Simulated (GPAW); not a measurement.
# SiNi (Pnma) in GPAW: reference runs

Reference runs on SiNi: the cell as given.

Everything below comes from runs of GPAW 26.7.0. Logs are shortened: lines on timing, memory, paths and dates and some standing lists are left out, and cuts for length are marked. The log counts tension as positive stress, the text compression.

## 1. The crystal as given

It takes space group Pnma (No. 62, orthorhombic). Conventional cell: a = 5.173 Å, b = 3.338 Å, c = 5.605 Å, α = 90.00°, β = 90.00°, γ = 90.00°. Ni (site symmetry m) is surrounded by 6 Si at 2.28 to 2.40 Å. Si (site symmetry m) has 6 Ni at 2.28 to 2.40 Å as nearest neighbours.

## 2. Single point, PBEsol, collinear spin, ferromagnetic start

File run.py:

```python
from ase import Atoms
from ase.dft.bandgap import bandgap
from ase.io import write
from ase.units import Bohr, GPa
from gpaw import GPAW, PW, setup_paths
from gpaw.elf import elf_from_dft_calculation

setup_paths.insert(0, '.')

atoms = Atoms(['Ni', 'Ni', 'Ni', 'Ni', 'Si', 'Si', 'Si', 'Si'],
              cell=[[5.1731, 0.0, 0.0],
                    [0.0, 3.3381, 0.0],
                    [0.0, 0.0, 5.6049]],
              scaled_positions=[[0.99221, 0.75, 0.81248],
                                [0.50779, 0.25, 0.31248],
                                [0.49221, 0.75, 0.68752],
                                [0.00779, 0.25, 0.18752],
                                [0.67872, 0.25, 0.9175],
                                [0.82128, 0.75, 0.4175],
                                [0.17872, 0.25, 0.5825],
                                [0.32128, 0.75, 0.0825]],
              pbc=True)
atoms.set_initial_magnetic_moments([1.0, 1.0, 1.0, 1.0, 0.0, 0.0, 0.0, 0.0])

calc = GPAW(mode=PW(600),
            xc='PBEsol',
            kpts={'size': (5, 8, 5), 'gamma': True},
            occupations={'name': 'fermi-dirac', 'width': 0.05},
            nbands=68,
            convergence={'density': 1e-05, 'energy': 1e-05},
            maxiter=150,
            txt='gpaw.txt')
atoms.calc = calc
energy = atoms.get_potential_energy()
forces = atoms.get_forces()
stress = atoms.get_stress()
calc.write('gs.gpw')
write('result.traj', atoms)
print(f'Energy: {energy:.6f} eV')
print('Forces (eV/A):')
print(forces.round(4))
print('Stress (GPa):', (stress / GPa).round(3))
print('Moments:', calc.get_magnetic_moments().round(3))
print('Fermi level:', round(calc.get_fermi_level(), 4), 'eV')
print(f'Gap: {bandgap(calc)[0]:.4f} eV, direct: {bandgap(calc, direct=True)[0]:.4f} eV')

# fields on the real-space grid
write('density.cube', atoms, data=calc.get_pseudo_density() * Bohr**3)
write('potential.cube', atoms, data=calc.get_electrostatic_potential())
write('spin.cube', atoms, data=(calc.get_pseudo_density(spin=0) - calc.get_pseudo_density(spin=1)) * Bohr**3)
write('elf.cube', atoms, data=elf_from_dft_calculation(calc).data)
```

Potentials or basis: PAW data sets generated in the run's folder for this functional, pw.

Launch:

```sh
$ gpaw-setup -f PBEsol Ni Si
$ OMP_NUM_THREADS=1 python run.py
```

gpaw.txt:

```text
__  _  _
 | _ |_)|_||  |
 |__||  | ||/\| - 26.7.0

Input parameters:
  mode=PW(ecut=600.0),
  convergence={'density': 1e-05, 'energy': 1e-05},
  kpts=MonkhorstPack(size=(5, 8, 5), gamma=True),
  maxiter=150,
  nbands=68,
  occupations=Occupations(name='fermi-dirac', width=0.05),
  xc=XC(name='PBEsol')

Diagonalizing LCAO Hamiltonian
Converting LCAO to pw mode
   .------------.
  /|            |
 * |      Si   Ni
 | |     Ni     |
 | |Si          |
 | |         Si |
 | |    Ni      |
 |Ni---Si-------.
 |/            /
 *------------*

Atoms  # Å, Bohr magnetons
|   | symbol |        x |        y |        z |    initial magnetic moments |
|---|--------|----------|----------|----------|-----------------------------|
| 0 |     Ni | 5.132802 | 2.503575 | 4.553869 | ( 0.0000,  0.0000,  1.0000) |
| 1 |     Ni | 2.626848 | 0.834525 | 1.751419 | ( 0.0000,  0.0000,  1.0000) |
| 2 |     Ni | 2.546252 | 2.503575 | 3.853481 | ( 0.0000,  0.0000,  1.0000) |
| 3 |     Ni | 0.040298 | 0.834525 | 1.051031 | ( 0.0000,  0.0000,  1.0000) |
| 4 |     Si | 3.511086 | 0.834525 | 5.142496 | ( 0.0000,  0.0000,  0.0000) |
| 5 |     Si | 4.248564 | 2.503575 | 2.340046 | ( 0.0000,  0.0000,  0.0000) |
| 6 |     Si | 0.924536 | 0.834525 | 3.264854 | ( 0.0000,  0.0000,  0.0000) |
| 7 |     Si | 1.662014 | 2.503575 | 0.462404 | ( 0.0000,  0.0000,  0.0000) |

Unit cell  # Å
| periodic |        x |        y |        z |  lengths |    angles |
|----------|----------|----------|----------|----------|-----------|
|      yes | 5.173100 | 0.000000 | 0.000000 | 5.173100 | 90.000000 |
|      yes | 0.000000 | 3.338100 | 0.000000 | 3.338100 | 90.000000 |
|      yes | 0.000000 | 0.000000 | 5.604900 | 5.604900 | 90.000000 |

Number of symmetries: 2
Symmetry operations  # r_c * U_cc + t_c -> r_c
|   | kind |            matrix            |
|---|------|------------------------------|
| 0 |  E   |  1, 0, 0,  0, 1, 0,  0, 0, 1 |
| 1 |  i   | -1, 0, 0,  0,-1, 0,  0, 0,-1 |

BZ-sampling:
  Number of BZ points: 200
  Number of IBZ points: 101

  Monkhorst-Pack size: [5, 8, 5]
  Monkhorst-Pack shift: [0.0, 0.0625, 0.0]

K-points  # in reciprocal-cell coordinates
|     |                                coordinates |     weight |
|-----|--------------------------------------------|------------|
|   0 | (  0.00000000,   0.00000000,   0.00000000) | 0.00500000 |
|   1 | (  0.00000000,   0.00000000,   0.20000000) | 0.01000000 |
|   2 | (  0.00000000,   0.00000000,   0.40000000) | 0.01000000 |
|   3 | (  0.00000000,   0.12500000,  -0.40000000) | 0.01000000 |
|   4 | (  0.00000000,   0.12500000,  -0.20000000) | 0.01000000 |
|   5 | (  0.00000000,   0.12500000,   0.00000000) | 0.01000000 |
|   6 | (  0.00000000,   0.12500000,   0.20000000) | 0.01000000 |
|   7 | (  0.00000000,   0.12500000,   0.40000000) | 0.01000000 |
|   8 | (  0.00000000,   0.25000000,  -0.40000000) | 0.01000000 |
|   9 | (  0.00000000,   0.25000000,  -0.20000000) | 0.01000000 |
| ... |                                            |            |
| 100 | (  0.40000000,   0.50000000,   0.40000000) | 0.01000000 |

Plane wave coefficients: 3255
Cutoff: 600.0 eV

Spin-components: 2 (collinear spins)
Bands:           68
Projectors:      44
Spin-degeneracy: 1
Datatype:        complex128

Parallelization:
  kpt:    1
  domain: 1
  band:   1

Density:
  Valence electrons: 80.0
  Components: 2
  Grid points: [30 20 32]
  Charge: 0.0  # |e|

Potential:
  Grid points: [30 20 32]

species:
  Ni:
    name:    Nickel
    Z:       28.0
    valence: 16
    core:    12
    charge:  0.0  # [|e|]
    compensation charges:
      type: gauss
      rc: 0.36  # [Å]
      lmax: 2
    cutoffs:
      filter: 2.14  # [Å]
      core: 1.98  # [Å]
    projectors
    | kind |    occ | energy [eV] | rcut [Å] |
    |------|--------|-------------|----------|
    |   4s |  2.000 |      -5.661 |    1.164 |
    |   3p |  6.000 |     -71.261 |    1.207 |
    |   4p |  0.000 |      -1.193 |    1.207 |
    |   3d |  8.000 |      -8.901 |    1.138 |
    |    s |        |      21.550 |    1.164 |
    |    d |        |      18.310 |    1.138 |

    Using partial waves for Ni as LCAO basis

  Si:
    name:    Silicon
    Z:       14.0
    valence: 4
    core:    10
    charge:  0.0  # [|e|]
    compensation charges:
      type: gauss
      rc: 0.33  # [Å]
      lmax: 2
    cutoffs:
      filter: 1.86  # [Å]
      core: 2.06  # [Å]
    projectors
    | kind |    occ | energy [eV] | rcut [Å] |
    |------|--------|-------------|----------|
    |   3s |  2.000 |     -10.768 |    1.058 |
    |   3p |  2.000 |      -4.057 |    1.058 |
    |    s |        |      16.444 |    1.058 |
    |    p |        |      23.155 |    1.058 |
    |    d |        |       0.000 |    1.058 |

    Using partial waves for Si as LCAO basis

Reference energy: -196817.142162  # eV

eigensolver:
  PPCG
  Converge bands: occupied
  niter=2

density mixing:
  MSR1-Mixer
  Pratt-step length: 0.05
  Maximum mixing coefficient: 0.75
  Old densities: 10
  SVD Regularization: 0.005
  Good broyden scale: 1.0
  Trust region scale: 1.0
  Backstep threshold: 4.0
  History deletion threshold: 6.0
  Fourier metric: weight=20.0, sigma=0.015

occupation numbers:
  Fermi-Dirac:
    width: 0.0500  # eV

poisson solver:
  ecut: 4800.0  # eV

xc functional:
  name: PBEsol with 2 nearest neighbor stencil

convergence criteria:
- Maximum integral of absolute [dens]ity change: 1e-05 electrons / valence electron
- Maximum [total energy] change in last 3 cyles: 1e-05 eV / valence electron
- Maximum integral of absolute [eigenst]ate change: 4e-08 eV^2 / valence electron
maximum number of iterations: 150

SCF iterations
|iter     | |      energy | eigst |  dens |  magmom |
|---------|-|-------------|-------|-------|---------|
|iter:   1| |  -59.039477 | +0.79 |       |  +4.0050|
|iter:   2| |  -58.998688 | -0.67 | -0.99 |  +3.8288|
|iter:   3| |  -58.960309 | -1.68 | -1.07 |  +3.0478|
|iter:   4| |  -59.147264 | -1.80 | -1.22 |  +1.8395|
|iter:   5| |  -59.375471 | -2.13 | -1.52 |  +0.5329|
|iter:   6| |  -59.531624 | -2.66 | -1.96 |  +0.0457|
|iter:   7| |  -59.403792 | -2.85 | -1.85 |  -0.0143|
|iter:   8| |  -59.404968 | -4.10 | -2.30 |  -0.0427|
|iter:   9| |  -59.405765 | -4.68 | -2.69 |  -0.0166|
|iter:  10| |  -59.405674c| -5.21 | -3.11 |  -0.0102|
|iter:  11| |  -59.405616c| -5.76 | -3.33 |  -0.0019|
|iter:  12| |  -59.405613c| -6.75 | -3.95 |  +0.0001|
|iter:  13| |  -59.405614c| -7.55c| -4.79 |  +0.0000|
|iter:  14| |  -59.405614c| -7.94c| -5.21c|  -0.0000|

Converged in 14 steps
Energy contributions relative to reference atoms: (reference = -196817.142162)

Energy contributions:
  Kinetic:          36.686710
  Coulomb:         -23.466140
  Zero:              0.228270
  External:          0.000000
  Xc:              -72.845583
  Entropy:          -0.017743
  Spinorbit:         0.000000
  ----------------------------
  Free energy:     -59.414485
  Extrapolated:    -59.405614

dipole moment: (-0.000009, -0.000006, -0.000010)  # |e|*Ang

Total magnetic moment: (0.000000, 0.000000, -0.000024)

Local magnetic moments
|        x |        y |         z |
|----------|----------|-----------|
| 0.000000 | 0.000000 | -0.000009 |  # Ni   0
| 0.000000 | 0.000000 | -0.000001 |  # Ni   1
| 0.000000 | 0.000000 | -0.000001 |  # Ni   2
| 0.000000 | 0.000000 | -0.000009 |  # Ni   3
| 0.000000 | 0.000000 | -0.000004 |  # Si   4
| 0.000000 | 0.000000 | -0.000003 |  # Si   5
| 0.000000 | 0.000000 | -0.000003 |  # Si   6
| 0.000000 | 0.000000 | -0.000004 |  # Si   7

Fermi level: 9.567
Eigenvalues  # (at kpt = [0.000, 0.000, 0.000])
| band index |      eig [eV] | occ [0-1] |      eig [eV] | occ [0-1] |
|------------|---------------|-----------|---------------|-----------|
|          0 |       -54.736 |     1.000 |       -54.736 |     1.000 |
|        ... |               |           |               |           |
|         32 |         7.261 |     1.000 |         7.261 |     1.000 |
|         33 |         7.370 |     1.000 |         7.370 |     1.000 |
|         34 |         7.437 |     1.000 |         7.437 |     1.000 |
|         35 |         7.567 |     1.000 |         7.567 |     1.000 |
|         36 |         7.634 |     1.000 |         7.634 |     1.000 |
|         37 |         8.345 |     1.000 |         8.345 |     1.000 |
[... 8 lines left out ...]
|         46 |        14.461 |     0.000 |        14.461 |     0.000 |
|         47 |        15.708 |     0.000 |        15.708 |     0.000 |
|        ... |               |           |               |           |
|         67 |        25.124 |     0.000 |        25.114 |     0.000 |

No gap
No difference between direct/indirect transitions

Forces  # eV/Ang
|        x |        y |        z |
|----------|----------|----------|
| -0.02017 |  0.00000 | -0.04009 |  # Ni   0
|  0.02018 |  0.00000 | -0.04014 |  # Ni   1
| -0.02018 | -0.00000 |  0.04014 |  # Ni   2
|  0.02017 | -0.00000 |  0.04009 |  # Ni   3
|  0.06329 |  0.00000 | -0.05825 |  # Si   4
| -0.06307 |  0.00000 | -0.05833 |  # Si   5
|  0.06307 | -0.00000 |  0.05833 |  # Si   6
| -0.06329 | -0.00000 |  0.05825 |  # Si   7

Stress tensor  # eV/Ang^3
|        x |        y |        z |
|----------|----------|----------|
| 0.027767 | 0.000000 | 0.000000 |
| 0.000000 | 0.005774 | 0.000000 |
| 0.000000 | 0.000000 | 0.017295 |

# Writing to gs.gpw (mode='')
```

Wall time 15 min (1 thread of Arm Neoverse V2, shared host); peak memory 1 GiB.

What came out:

| Quantity | Value |
| --- | --- |
| Free energy | -59.4145 eV |
| Pressure | -2.7 GPa |
| Largest force | 0.086 eV/Å |
| Band gap on the k mesh | none (metal or under the smearing width) |
| Net moment | 0.00 μB per cell |

Forces in eV/Å, atoms in the order of the input:
```
Ni  -0.020  0.000 -0.040
Ni   0.020  0.000 -0.040
Ni  -0.020  0.000  0.040
Ni   0.020  0.000  0.040
Si   0.063  0.000 -0.058
Si  -0.063  0.000 -0.058
Si   0.063  0.000  0.058
Si  -0.063  0.000  0.058
```

Levels at points of the mesh, in eV from the Fermi level:
Spin up:
| k point | band 38 | band 39 | band 40 | band 41 | band 42 | band 43 |
| --- | --- | --- | --- | --- | --- | --- |
| (0.00, 0.00, 0.00) | -1.22 | -1.08 | -1.03 | 0.52 | 1.25 | 3.36 |
| (0.00, 0.50, 0.00) | -1.90 | -1.51 | -1.51 | -0.63 | -0.63 | 1.97 |
Spin down:
```csv
k point,band 36,band 37,band 38,band 39,band 40,band 41,band 42,band 43,band 44,band 45
"(0.00, 0.00, 0.00)",-2.00,-1.93,-1.22,-1.08,-1.03,0.52,1.25,3.36,3.98,4.15
"(0.00, 0.50, 0.00)",-2.13,-1.90,-1.90,-1.51,-1.51,-0.63,-0.63,1.97,1.97,2.54
```

Caveat: the stock nickel data set gives pressures a few GPa off other programs.
